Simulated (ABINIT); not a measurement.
**CdS (Greenockite): G0W0 in ABINIT against the bands in the self-energy**

Aim: move the bands in the self-energy of a G0W0 run on CdS (Greenockite) over a wide range.

Method: PBE and many-body steps on it, plane waves, in ABINIT 10.8.3.

The database entry behind the starting cell differs from later determinations by our own check (about 0.35 % long), so it need not match the best structure at ambient conditions.

### 1. The starting structure

The structure is hexagonal, space group P6_3mc (No. 186). The conventional cell has a = 4.150 Å, b = 4.150 Å, c = 6.737 Å, α = 90.00°, β = 90.00°, γ = 120.00°. Cd has 4 S at 2.53 to 2.54 Å nearest. S has 4 Cd at 2.53 to 2.54 Å nearest. Farther neighbours and most contacts between anions are not listed.

Coordinates:

```cif
data_structure
_symmetry_space_group_name_H-M 'P 1'
_symmetry_Int_Tables_number 1
_cell_length_a 4.1500
_cell_length_b 4.1500
_cell_length_c 6.7370
_cell_angle_alpha 90.000
_cell_angle_beta 90.000
_cell_angle_gamma 120.000
_cell_volume 100.48
loop_
_atom_site_label
_atom_site_type_symbol
_atom_site_fract_x
_atom_site_fract_y
_atom_site_fract_z
_atom_site_occupancy
Cd1 Cd 0.33333 0.66667 0.00000 1
Cd2 Cd 0.66667 0.33333 0.50000 1
S3 S 0.33333 0.66667 0.37500 1
S4 S 0.66667 0.33333 0.87500 1
```

The cell and positions come from the Crystallography Open Database and are kept as given unless a step says otherwise.

### 2. Screening, 3×3×2 mesh, 189 bands, screening to 176.9 eV

This step: ABINIT 10.8.3; RPA screening on PBE, plane waves, norm-conserving pseudopotentials.

The RPA dielectric matrix is built and inverted for each q.

run.abi

```
acell 3*1.0 Angstrom
rprim 
  4.149999999997 0.000000000001 0.000000000000
  -2.074999999999 3.594005425702 0.000000000000
  0.000000000000 0.000000000000 6.737000000000
ntypat 2
znucl 48 16
natom 4
typat 1 1 2 2
xred 
  0.333333333333 0.666666666667 0.000000000000
  0.666666666667 0.333333333333 0.500000000000
  0.333333333333 0.666666666667 0.375000000000
  0.666666666667 0.333333333333 0.875000000000
pp_dirpath "pseudos"
pseudos "Cd.upf, S.upf"
ecut 47
ngkpt 3 3 2
nshiftk 1
shiftk 0 0 0
kptopt 1
chksymbreak 0
istwfk *1
occopt 1
irdwfk 1
optdriver 3
nband 189
ecuteps 6.5
inclvkb 2
awtr 1
symchi 1
indata_prefix "in"
outdata_prefix "out"
tmpdata_prefix "tmp"
```

Run with:

```sh
$ OMP_NUM_THREADS=1 mpirun -n 4 abinit run.abi > log
```

The program printed:

```text
.Version 10.8.3 of ABINIT. v10.8.2 released Aug 2026.

 Symmetries : space group P6_3 m c (#186); Bravais hP (primitive hexag.)
[... echo of the input left out ...]
== DATASET  1 ==================================================================
-   mpi_nproc: 4, omp_nthreads: 1 (-1 if OMP is not activated)

--- !DatasetInfo
iteration_state: {dtset: 1, }
dimensions: {natom: 4, nkpt: 6, mband: 189, nsppol: 1, nspinor: 1, nspden: 1, mpw: 10458, }
cutoff_energies: {ecut:  47.0, pawecutdg:  -1.0, }
electrons: {nelect:   5.20000000E+01, charge:   0.00000000E+00, occopt:   1.00000000E+00, tsmear:   1.00000000E-02, }

 SCREENING: Calculation of the susceptibility and dielectric matrices

 Based on a program developped by R.W. Godby, V. Olevano, G. Onida, and L. Reining.
 Incorporated in ABINIT by V. Olevano, G.-M. Rignanese, and M. Torrent.
.Using double precision arithmetic ; gwpc =  8

[... cell and pseudopotentials left out ...]
--------------------------------------------------------------------------------

 ==== K-mesh for the wavefunctions ====
 Number of points in the irreducible wedge :     6
[... list of points left out ...]
 Together with 12 symmetry operations and time-reversal symmetry
 yields    18 points in the full Brillouin Zone.

 ==== Q-mesh for the screening function ====
 Number of points in the irreducible wedge :     6
[... list of points left out ...]
 Together with 12 symmetry operations and time-reversal symmetry
 yields    18 points in the full Brillouin Zone.

 setmesh: FFT mesh size selected  =    30x   30x   54
          total number of points  =        48600

 vcoul_init : cutoff-mode = AUXILIARY_FUNCTION
 q-points for optical limit:   1
     1)      0.000010    0.000020    0.000030

- screening: taking advantage of time-reversal symmetry
- Maximum band index for partially occupied states nbvw = 26
- Remaining bands to be divided among processors   nbcw = 163
- Number of bands treated by each node ~40

 Number of electrons calculated from density =   52.0000; Expected =   52.0000
 average of density, n =  0.076686
 r_s =    1.4602
 omega_plasma =   26.7124 [eV]

 calculating chi0 at frequencies [eV] :
  1    0.000000E+00    0.000000E+00
  2    0.000000E+00    2.671236E+01

--------------------------------------------------------------------------------
  q-point number  1        q = ( 0.000000, 0.000000, 0.000000) [r.l.u.]
--------------------------------------------------------------------------------
[... chi0 elements left out ...]
 For q-point:  0.000010 0.000020 0.000030
  dielectric constant =  13.9108
  dielectric constant without local fields =  14.7284

  Average fulfillment of the sum rule on Im[epsilon] for q-point    1 :     63.88  [%]
[... wings left out ...]
  q-point number  2        q = ( 0.333333, 0.000000, 0.000000) [r.l.u.]
--------------------------------------------------------------------------------
[... chi0 elements left out ...]
  Average fulfillment of the sum rule on Im[epsilon] for q-point    2 :     68.41  [%]

 [... 4 further q-points ...]
```

Wall time 2 min (4 MPI ranks of Intel Xeon Platinum 8488C (Sapphire Rapids), shared host); peak memory 1.9 GiB; 7.8 min of CPU time.

This step gave:

* ε∞ with local fields, on this mesh, along the program's q direction: 13.91
* the same without local fields: 14.73
* plasma frequency: 26.71 eV
* plane waves in the screening matrix: 549

Local fields lower ε∞ by 6 %. On a Γ-centred mesh this coarse the value itself is usually too large, while a short band sum pulls it down.

### 3. 34 bands

This step: G0W0 on PBE, plane waves, norm-conserving pseudopotentials.

Edit run.abi of step 2 so:

```diff
@@ -25,8 +25,15 @@
 irdwfk 1
-optdriver 3
-nband 189
+optdriver 4
+nband 34
+gwcalctyp 0
+ecutsigx 47
+symsigma 1
+nkptgw 1
+kptgw 
+  0.0000000000 0.0000000000 0.0000000000
+bdgw 
+  25 28
 ecuteps 6.5
-inclvkb 2
-awtr 1
-symchi 1
+irdscr 1
+ppmodel 1
 indata_prefix "in"
```

The program printed:

```text
.Version 10.8.3 of ABINIT. v10.8.2 released Aug 2026.

 Symmetries : space group P6_3 m c (#186); Bravais hP (primitive hexag.)
[... echo of the input left out ...]
== DATASET  1 ==================================================================
-   mpi_nproc: 4, omp_nthreads: 1 (-1 if OMP is not activated)

--- !DatasetInfo
iteration_state: {dtset: 1, }
dimensions: {natom: 4, nkpt: 6, mband: 34, nsppol: 1, nspinor: 1, nspden: 1, mpw: 10458, }
cutoff_energies: {ecut:  47.0, pawecutdg:  -1.0, }
electrons: {nelect:   5.20000000E+01, charge:   0.00000000E+00, occopt:   1.00000000E+00, tsmear:   1.00000000E-02, }

 SIGMA: Calculation of the GW corrections

 Based on a program developped by R.W. Godby, V. Olevano, G. Onida, and L. Reining.
 Incorporated in ABINIT by V. Olevano, G.-M. Rignanese, and M. Torrent.
.Using double precision arithmetic ; gwpc =  8

[... cell and pseudopotentials left out ...]
--------------------------------------------------------------------------------

 ==== K-mesh for the wavefunctions ====
 Number of points in the irreducible wedge :     6
[... list of points left out ...]
 Together with 12 symmetry operations and time-reversal symmetry
 yields    18 points in the full Brillouin Zone.

 ==== Q-mesh for screening function ====
 Number of points in the irreducible wedge :     6
[... list of points left out ...]
 Together with 12 symmetry operations and time-reversal symmetry
 yields    18 points in the full Brillouin Zone.

 vcoul_init : cutoff-mode = AUXILIARY_FUNCTION
 q-points for optical limit:   1
     1)      0.000010    0.000020    0.000030
 setmesh: FFT mesh size selected  =    45x   45x   80
          total number of points  =       162000

 Number of electrons calculated from density =   52.0000; Expected =   52.0000
 average of density, n =  0.076686
 r_s =    1.4602
 omega_plasma =   26.7124 [eV]

 === KS Band Gaps ===
  >>>> For spin  1
   Minimum direct gap =   1.1750 [eV], located at k-point      :   0.0000  0.0000  0.0000
   Fundamental gap    =   1.1750 [eV], Top of valence bands at :   0.0000  0.0000  0.0000
                                       Bottom of conduction at :   0.0000  0.0000  0.0000
 SIGMA fundamental parameters:
 PLASMON POLE MODEL  1
 number of plane-waves for SigmaX                10383
 number of plane-waves for SigmaC and W            549
 number of plane-waves for wavefunctions         10383
 number of bands                                    34
 number of independent spin polarizations            1
 number of spinorial components                      1
 number of k-points in IBZ                           6
 number of q-points in IBZ                           6
 number of symmetry operations                      12
 number of k-points in BZ                           18
 number of q-points in BZ                           18
 number of frequencies for dSigma/dE                 9
 frequency step for dSigma/dE [eV]                0.25
 number of omega for Sigma on real axis              0
 max omega for Sigma on real axis  [eV]           0.00
 zcut for avoiding poles [eV]                     0.10

 EPSILON^-1 parameters (SCR file):
 dimension of the eps^-1 matrix on file            549
 dimension of the eps^-1 matrix used               549
 number of plane-waves for wavefunctions         10383
 number of bands                                   189
 number of q-points in IBZ                           6
 number of frequencies                               2
 number of real frequencies                          1
 number of imag frequencies                          1

 matrix elements of self-energy operator (all in [eV])

 Perturbative Calculation

--- !SelfEnergy_ee
iteration_state: {dtset: 1, }
kpoint     : [   0.000,    0.000,    0.000, ]
spin       : 1
KS_gap     :    1.175
QP_gap     :    1.750
Delta_QP_KS:    0.575
data: !SigmaeeData |
     Band     E0 <VxcDFT>   SigX SigC(E0)      Z dSigC/dE  Sig(E)    E-E0       E
       25   4.259 -15.271 -18.229   4.140   0.802  -0.246 -14.322   0.948   5.207
       26   4.259 -15.271 -18.229   4.140   0.802  -0.246 -14.322   0.948   5.207
       27   5.434 -10.670  -6.577  -2.264   0.833  -0.200  -9.147   1.523   6.957
       28   7.023 -11.014  -6.546  -2.196   0.840  -0.190  -9.106   1.908   8.931

== END DATASET(S) ==============================================================
================================================================================

 -outvars: echo values of variables after computation  --------
           etotal      0.0000000000E+00
            nband          34
             nkpt           6
          spgroup         186
 [... the other variables as echoed above ...]

 Calculation completed.
```

The job ended after 6.5 s (4 MPI ranks; peak memory 1.3 GiB).

Numbers from this step:

```yaml
g0w0_gap_on_the_points_computed: 1.75 eV
starting_gap_on_the_mesh: 1.175 eV
k_of_the_valence_top: 0, 0, 0
k_of_the_conduction_bottom: 0, 0, 0
z_at_the_valence_top: 0.802
z_at_the_conduction_bottom: 0.833
least_direct_g0w0_gap_on_the_computed_points: 1.75 eV
```

### 4. 40 bands

Edit run.abi of step 3 so:

```diff
@@ -26,3 +26,3 @@
 optdriver 4
-nband 34
+nband 40
 gwcalctyp 0
```

The program printed:

```text
.Version 10.8.3 of ABINIT. v10.8.2 released Aug 2026.

 Symmetries : space group P6_3 m c (#186); Bravais hP (primitive hexag.)
[... echo of the input left out ...]
== DATASET  1 ==================================================================
-   mpi_nproc: 4, omp_nthreads: 1 (-1 if OMP is not activated)

--- !DatasetInfo
iteration_state: {dtset: 1, }
dimensions: {natom: 4, nkpt: 6, mband: 40, nsppol: 1, nspinor: 1, nspden: 1, mpw: 10458, }
cutoff_energies: {ecut:  47.0, pawecutdg:  -1.0, }
electrons: {nelect:   5.20000000E+01, charge:   0.00000000E+00, occopt:   1.00000000E+00, tsmear:   1.00000000E-02, }

 SIGMA: Calculation of the GW corrections

 Based on a program developped by R.W. Godby, V. Olevano, G. Onida, and L. Reining.
 Incorporated in ABINIT by V. Olevano, G.-M. Rignanese, and M. Torrent.
.Using double precision arithmetic ; gwpc =  8

[... cell and pseudopotentials left out ...]
--------------------------------------------------------------------------------

 ==== K-mesh for the wavefunctions ====
 Number of points in the irreducible wedge :     6
[... list of points left out ...]
 Together with 12 symmetry operations and time-reversal symmetry
 yields    18 points in the full Brillouin Zone.

 ==== Q-mesh for screening function ====
 Number of points in the irreducible wedge :     6
[... list of points left out ...]
 Together with 12 symmetry operations and time-reversal symmetry
 yields    18 points in the full Brillouin Zone.

 vcoul_init : cutoff-mode = AUXILIARY_FUNCTION
 q-points for optical limit:   1
     1)      0.000010    0.000020    0.000030
 setmesh: FFT mesh size selected  =    45x   45x   80
          total number of points  =       162000

 Number of electrons calculated from density =   52.0000; Expected =   52.0000
[...]
number of k-points in IBZ                           6
 number of q-points in IBZ                           6
 number of symmetry operations                      12
 number of k-points in BZ                           18
 number of q-points in BZ                           18
 number of frequencies for dSigma/dE                 9
 frequency step for dSigma/dE [eV]                0.25
 number of omega for Sigma on real axis              0
 max omega for Sigma on real axis  [eV]           0.00
 zcut for avoiding poles [eV]                     0.10

 EPSILON^-1 parameters (SCR file):
 dimension of the eps^-1 matrix on file            549
 dimension of the eps^-1 matrix used               549
 number of plane-waves for wavefunctions         10383
 number of bands                                   189
 number of q-points in IBZ                           6
 number of frequencies                               2
 number of real frequencies                          1
 number of imag frequencies                          1

 matrix elements of self-energy operator (all in [eV])

 Perturbative Calculation

--- !SelfEnergy_ee
iteration_state: {dtset: 1, }
kpoint     : [   0.000,    0.000,    0.000, ]
spin       : 1
KS_gap     :    1.175
QP_gap     :    1.826
Delta_QP_KS:    0.651
data: !SigmaeeData |
     Band     E0 <VxcDFT>   SigX SigC(E0)      Z dSigC/dE  Sig(E)    E-E0       E
       25   4.259 -15.271 -18.229   3.739   0.795  -0.258 -14.650   0.621   4.880
       26   4.259 -15.271 -18.229   3.739   0.795  -0.258 -14.650   0.621   4.880
       27   5.434 -10.670  -6.577  -2.555   0.827  -0.209  -9.398   1.272   6.706
       28   7.023 -11.014  -6.546  -2.589   0.832  -0.202  -9.451   1.563   8.585

== END DATASET(S) ==============================================================
================================================================================

 -outvars: echo values of variables after computation  --------
           etotal      0.0000000000E+00
            nband          40
             nkpt           6
          spgroup         186
 [... the other variables as echoed above ...]

 Calculation completed.
```

Elapsed: 6.4 s, on 4 MPI ranks; peak memory 1.4 GiB.

This step gave:

```
G0W0 gap on the points computed              : 1.826 eV
starting gap on the mesh                     : 1.175 eV
k of the valence top                         : 0, 0, 0
k of the conduction bottom                   : 0, 0, 0
Z at the valence top                         : 0.795
Z at the conduction bottom                   : 0.827
least direct G0W0 gap on the computed points : 1.826 eV
```

(Part 1 of 2 ends here.)

[Paths, hosts, dates, memory and timing lines, banners, echoed tables and standing remarks are left out of the program output.]

[Logs are printed without paths, hosts, clocks, repeated set-up lines and the standing remarks that a program may print on its own settings, such as how far it seeks lower states.]

[Runs of the session that timed out or met a known fault of the program may be left out.]

[Hosts, paths, dates, database ids (printed as entryN), source tags and the programs' standing remarks are cut or masked in the printed files.]

[G0W0 gaps are taken among the corrected bands and points alone; a level outside them can change the order at an edge.]

[Where Ansatz stands beside ABINIT at settings called matched, ABINIT's density can come from a denser mesh and the files from another edition; pairs whose starting gaps differed by over 0.03 eV were left out, so agreement reads better than it is.]
